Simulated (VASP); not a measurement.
# AgCl (Fm-3m) in VASP: settings compared

The runs below take AgCl through relaxation of cell and atoms, with PBEsol, LDA, PBE, PBE+D3(BJ).

Everything below comes from runs of VASP 6.6.1. Logs are shortened: lines on timing, memory, paths and dates and some standing lists are left out, and cuts for length are marked.

## Step 1: The crystal as given

It takes space group Fm-3m (No. 225, cubic). Conventional cell: a = 5.545 Å, b = 5.545 Å, c = 5.545 Å, α = 90.00°, β = 90.00°, γ = 90.00°. Ag (site symmetry m-3m) is surrounded by 6 Cl at 2.77 Å. Around Cl (site symmetry m-3m) lie 6 Ag at 2.77 Å.

The cell is a database's computed one.

## Step 2: Relaxation of cell and atoms, PBEsol

Contents of INCAR:

```
SYSTEM = AgCl
PREC = Accurate
ENCUT = 600
EDIFF = 1E-7
ISMEAR = 0
SIGMA = 0.02
LREAL = .False.
LASPH = .True.
NELM = 100
ALGO = Normal
ISIF = 3
LWAVE = .False.
LCHARG = .False.
GGA = PS
IBRION = 2
NSW = 90
EDIFFG = -0.005
```

Contents of KPOINTS:

```
Automatic mesh
0
Gamma
  8 8 8
  0 0 0
```

Contents of POSCAR:

```
AgCl
1.0
    0.0000000000      2.7726630000      2.7726630000
    2.7726630000      0.0000000000      2.7726630000
    2.7726630000      2.7726630000      0.0000000000
Ag Cl
1 1
Direct
    0.0000000000      0.0000000000      0.0000000000
    0.5000000000      0.5000000000      0.5000000000
```

Potentials or basis: VASP PAW PBE potentials, release 64 (Ag, Cl).

The run is started by

```bash
$ cat potpaw_PBE.64/Ag/POTCAR potpaw_PBE.64/Cl/POTCAR > POTCAR
$ mpirun -np 1 vasp_std > vasp.out
```

OUTCAR:

```text
SYSTEM = AgCl
   PREC = Accurate
   ENCUT = 600
   EDIFF = 1E-7
   ISMEAR = 0
   LREAL = .False.
   LASPH = .True.
   NELM = 100
   ISIF = 3
   GGA = PS
   IBRION = 2
   NSW = 90
   EDIFFG = -0.005

 ion  position               nearest neighbor table
   1  0.000  0.000  0.000-   2 2.77   2 2.77   2 2.77   2 2.77   2 2.77   2 2.77
   2  0.500  0.500  0.500-   1 2.77   1 2.77   1 2.77   1 2.77   1 2.77   1 2.77

  LATTYP: Found a face centered cubic cell.
 ALAT       =     5.5453260000

  Lattice vectors:

 A1 = (   0.0000000000,   2.7726630000,   2.7726630000)
 A2 = (   2.7726630000,   0.0000000000,   2.7726630000)
 A3 = (   2.7726630000,   2.7726630000,   0.0000000000)

Analysis of symmetry for initial positions (statically):
=====================================================================
 Subroutine PRICEL returns:
 Original cell was already a primitive cell.

 Routine SETGRP: Setting up the symmetry group for a
 face centered cubic supercell.

 Subroutine GETGRP returns: Found 48 space group operations
 (whereof 48 operations were pure point group operations)
 out of a pool of 48 trial point group operations.

The static configuration has the point symmetry O_h .

Analysis of symmetry for dynamics (positions and initial velocities):
=====================================================================
 Subroutine PRICEL returns:
 Original cell was already a primitive cell.

 Routine SETGRP: Setting up the symmetry group for a
 face centered cubic supercell.

 Subroutine GETGRP returns: Found 48 space group operations
 (whereof 48 operations were pure point group operations)
 out of a pool of 48 trial point group operations.

The dynamic configuration has the point symmetry O_h .

 Subroutine INISYM returns: Found 48 space group operations
 (whereof 48 operations are pure point group operations),
 and found     1 'primitive' translations

----------------------------------------------------------------------------------------

                                     Primitive cell

  volume of cell :      42.6306

  direct lattice vectors                    reciprocal lattice vectors
     0.000000000  2.772663000  2.772663000    -0.180332049  0.180332049  0.180332049
     2.772663000  0.000000000  2.772663000     0.180332049 -0.180332049  0.180332049
     2.772663000  2.772663000  0.000000000     0.180332049  0.180332049 -0.180332049

  length of vectors
     3.921137618  3.921137618  3.921137618     0.312344271  0.312344271  0.312344271

  position of ions in fractional coordinates (direct lattice)
     0.000000000  0.000000000  0.000000000
     0.500000000  0.500000000  0.500000000

  ion indices of the primitive-cell ions
   primitive index   ion index
                 1           1
                 2           2

----------------------------------------------------------------------------------------

 KPOINTS: Automatic mesh

Automatic generation of k-mesh.
 Grid dimensions read from file:
 generate k-points for:    8    8    8

 Generating k-lattice:

  Cartesian coordinates                     Fractional coordinates (reciprocal lattice)
    -0.022541506  0.022541506  0.022541506     0.125000000  0.000000000  0.000000000
     0.022541506 -0.022541506  0.022541506     0.000000000  0.125000000  0.000000000
     0.022541506  0.022541506 -0.022541506     0.000000000  0.000000000  0.125000000

  Length of vectors
     0.039043034  0.039043034  0.039043034

  Shift w.r.t. Gamma in fractional coordinates (k-lattice)
     0.000000000  0.000000000  0.000000000

 Subroutine IBZKPT returns following result:
 ===========================================

 Found     29 irreducible k-points:

 Following reciprocal coordinates:
            Coordinates               Weight
  0.000000  0.000000  0.000000      1.000000
  0.125000  0.000000  0.000000      8.000000
  0.250000  0.000000  0.000000      8.000000
  0.375000  0.000000  0.000000      8.000000
  0.500000  0.000000  0.000000      4.000000
  0.125000  0.125000  0.000000      6.000000
[... 16 lines left out ...]
  0.500000  0.250000  0.125000     48.000000
 -0.375000  0.250000  0.125000     24.000000
 [... further k-points ...]
   k-points           NKPTS =     29   k-points in BZ     NKDIM =     29   number of bands    NBANDS=     13
   number of dos      NEDOS =    301   number of ions     NIONS =      2
   total plane-waves  NPLWV =  32768
   dimension x,y,z NGX =    32 NGY =   32 NGZ =   32
   dimension x,y,z NGXF=    64 NGYF=   64 NGZF=   64
   ions per type =               1   1
   NGX,Y,Z   is equivalent  to a cutoff of  13.57, 13.57, 13.57 a.u.
   NGXF,Y,Z  is equivalent  to a cutoff of  27.13, 27.13, 27.13 a.u.
 SYSTEM =  AgCl
   PREC   = accura    normal or accurate (medium, high low for compatibility)
   ISTART =      0    job   : 0-new  1-cont  2-samecut
   ICHARG =      2    charge: 1-file 2-atom 10-const
   ISPIN  =      1    spin polarized calculation?
   LNONCOLLINEAR =      F non collinear calculations
   LSORBIT =      F    spin-orbit coupling
   LASPH  =      T    aspherical Exc in radial PAW
   ENCUT  =  600.0 eV  44.10 Ry    6.64 a.u.   7.83  7.83  7.83*2*pi/ulx,y,z
   NELM   =    100;   NELMIN=  2; NELMDL= -5     # of ELM steps
   EDIFF  = 0.1E-06   stopping-criterion for ELM
   LREAL  =      F    real-space projection
   EDIFFG = -.5E-02   stopping-criterion for IOM
   NSW    =     90    number of steps for IOM
   IBRION =      2    ionic relax: 0-MD 1-quasi-New 2-CG
   NFREE  =      1    steps in history (QN), initial steepest desc. (CG)
   ISIF   =      3    stress and relaxation
   ISYM   =      2    0-nonsym 1-usesym 2-fastsym
   POTIM  = 0.5000    time-step for ionic-motion
   TEBEG  =    0.0;   TEEND  =   0.0 temperature during run
   PSTRESS=    0.0 pullay stress
   NELECT =      18.0000    total number of electrons
   NUPDOWN=      -1.0000    fix difference up-down
   EMIN   =  10.00;   EMAX   =-10.00  energy-range for DOS
   EFERMI =   0.00;   METHOD = LEGACY
   ISMEAR =     0;   SIGMA  =   0.02  broadening in eV -4-tet -1-fermi 0-gaus
   EFERMI_NEDOS =   21; number of points for ismear=-14 and -15
   IALGO  =     38    algorithm
   IMIX   =      4    mixing-type and parameters
     AMIX     =   0.40;   BMIX     =  1.00
     AMIX_MAG =   1.60;   BMIX_MAG =  1.00
  volume/ion in A,a.u.               =      21.32       143.84
  Fermi-wavevector in a.u.,A,eV,Ry     =   1.228170  2.320905 20.523058  1.508402
  Thomas-Fermi vector in A             =   2.363106
   LORBIT       =      0    0 simple, 1 ext, 2 COOP (PROOUT), +10 PAW based schemes
   GGA     = PS    functional components
   LHFCALC =     F    Hartree Fock is set to
   AEXX    =    0.0000 exact exchange contribution
   IVDW    =     0    specifies the selected vdW correction
   LEPSILON=     F    determine dielectric tensor
   LRPA    =     F    only Hartree local field effects (RPA)
 conjugate gradient relaxation of ions
 non-spin polarized calculation
 Gauss-broadening in eV      SIGMA  =   0.02
  energy-cutoff  :      600.00
  volume of cell :       42.63
 maximum number of plane-waves:      1436
   NGX = 15   NGY = 15   NGZ = 15

--------------------------------------- Ionic step        1  -------------------------------------------

 number of electron      18.0000002 magnetization

 Free energy of the ion-electron system (eV)
  ---------------------------------------------------
  ext. energy  EPLUGINS =         0.00000000
  ---------------------------------------------------
  free energy    TOTEN  =        -6.04196741 eV

  energy without entropy =       -6.04196741  energy(sigma->0) =       -6.04196741

 E-fermi :   3.8753     XC(G=0): -10.2184

 val. band max:        3.7190704105   @ k =   0.5000   0.0000   0.0000
 cond. band min:       4.4495105350   @ k =   0.0000   0.0000   0.0000
 fundamental gap:      0.7304401245
 Fermi energy:         3.8753256166

 k-point     1 :       0.0000    0.0000    0.0000
  band No.  band energies     occupation
      1     -11.4266      2.00000
      2       1.2422      2.00000
      3       1.2422      2.00000
      4       1.2422      2.00000
      5       1.2817      2.00000
      6       1.2817      2.00000
      7       1.3844      2.00000
      8       1.3844      2.00000
      9       1.3844      2.00000
     10       4.4495      0.00000
     11      14.4638      0.00000
     12      14.4638      0.00000
     13      14.4638      0.00000

 k-point     2 :       0.1250    0.0000    0.0000
  band No.  band energies     occupation
      1     -11.3650      2.00000
      2       0.5257      2.00000
      3       0.5954      2.00000
      4       0.5954      2.00000
      5       1.2979      2.00000
      6       1.2979      2.00000
      7       1.5331      2.00000
      8       2.1400      2.00000
      9       2.1400      2.00000
     10       5.1834      0.00000
     11      13.0477      0.00000
[... 412 lines left out ...]
 POSITION                                       TOTAL-FORCE (eV/Angst)
 -----------------------------------------------------------------------------------
      2.72496      2.72496      5.44992         0.000000     -0.000000      0.000000
      2.72496      2.72496      2.72496        -0.000000      0.000000     -0.000000
 -----------------------------------------------------------------------------------
    total drift:                               -0.000000     -0.000000     -0.000000

  FREE ENERGIE OF THE ION-ELECTRON SYSTEM (eV)
  ---------------------------------------------------
  free  energy   TOTEN  =        -6.0619378290 eV

  energy  without entropy=       -6.0619378290  energy(sigma->0) =       -6.06193783

--------------------------------------- Ionic step        3  -------------------------------------------

 number of electron      17.9999997 magnetization

 Free energy of the ion-electron system (eV)
  ---------------------------------------------------
  ext. energy  EPLUGINS =         0.00000000
  ---------------------------------------------------
  free energy    TOTEN  =        -6.06197408 eV

  energy without entropy =       -6.06197408  energy(sigma->0) =       -6.06197408

 E-fermi :   4.5872     XC(G=0): -10.5042

 val. band max:        4.4288691721   @ k =   0.5000   0.0000   0.0000
 cond. band min:       5.1513275285   @ k =   0.0000   0.0000   0.0000
 fundamental gap:      0.7224583563
 Fermi energy:         4.5871634116

 k-point     1 :       0.0000    0.0000    0.0000
  band No.  band energies     occupation
      1     -11.0959      2.00000
      2       1.7154      2.00000
      3       1.7154      2.00000
      4       1.7154      2.00000
      5       1.7587      2.00000
      6       1.7587      2.00000
      7       1.8656      2.00000
      8       1.8656      2.00000
      9       1.8656      2.00000
     10       5.1513      0.00000
     11      15.1536      0.00000
     12      15.1536      0.00000
     13      15.1536      0.00000

 k-point     2 :       0.1250    0.0000    0.0000
  band No.  band energies     occupation
      1     -11.0245      2.00000
      2       0.9392      2.00000
      3       1.0146      2.00000
      4       1.0146      2.00000
      5       1.7788      2.00000
      6       1.7788      2.00000
      7       2.0399      2.00000
      8       2.6891      2.00000
      9       2.6891      2.00000
     10       5.9170      0.00000
     11      13.7185      0.00000
[... 376 lines left out ...]
 POSITION                                       TOTAL-FORCE (eV/Angst)
 -----------------------------------------------------------------------------------
      0.00000      0.00000     -0.00000         0.000000      0.000000     -0.000000
      2.72297      2.72297      2.72297         0.000000     -0.000000      0.000000
 -----------------------------------------------------------------------------------
    total drift:                                0.000000     -0.000000     -0.000000

  FREE ENERGIE OF THE ION-ELECTRON SYSTEM (eV)
  ---------------------------------------------------
  free  energy   TOTEN  =        -6.0619740799 eV

  energy  without entropy=       -6.0619740799  energy(sigma->0) =       -6.06197408

 reached required accuracy - stopping structural energy minimisation
```

Wall time 20 s (1 thread of Intel Xeon Platinum 8488C (Sapphire Rapids), shared host); peak memory 0.19 GiB.

Results:

```
Free energy                            : -6.0620 eV
Relaxed volume                         : 20.19 Å³/atom
Relaxed cell                           : a = 3.851 Å, b = 3.851 Å, c = 3.851 Å, α = 60.00°, β = 60.00°, γ = 60.00°
Space group after relaxing (to 0.05 Å) : Fm-3m (No. 225)
Energy gained by relaxing              : 10.0 meV/atom
Ionic steps                            : 3
Pressure after relaxing                : 0.0 GPa
Band gap on the k mesh                 : 0.72 eV, indirect (least direct gap 3.23 eV)
```

The path:
| step | energy change (eV) | largest force (eV/Å) | pressure (GPa) | volume (Å³) |
| --- | --- | --- | --- | --- |
| 1 | 0.0000 | 0.0000 | -2.68 | 42.63 |
| 2 | -0.0200 | 0.0000 | -0.13 | 40.47 |
| 3 | -0.0200 | 0.0000 | -0.01 | 40.38 |

Final structure:
```cif
data_structure
_symmetry_space_group_name_H-M 'P 1'
_symmetry_Int_Tables_number 1
_cell_length_a 3.8509
_cell_length_b 3.8509
_cell_length_c 3.8509
_cell_angle_alpha 60.000
_cell_angle_beta 60.000
_cell_angle_gamma 60.000
_cell_volume 40.38
loop_
_atom_site_label
_atom_site_type_symbol
_atom_site_fract_x
_atom_site_fract_y
_atom_site_fract_z
_atom_site_occupancy
Ag1 Ag 0.00000 0.00000 0.00000 1
Cl1 Cl 0.50000 0.50000 0.50000 1
```

Caveat: the PAW data sets were made with another functional, which shifts forces and pressure a little.

(Part 1 of 2 ends here.)
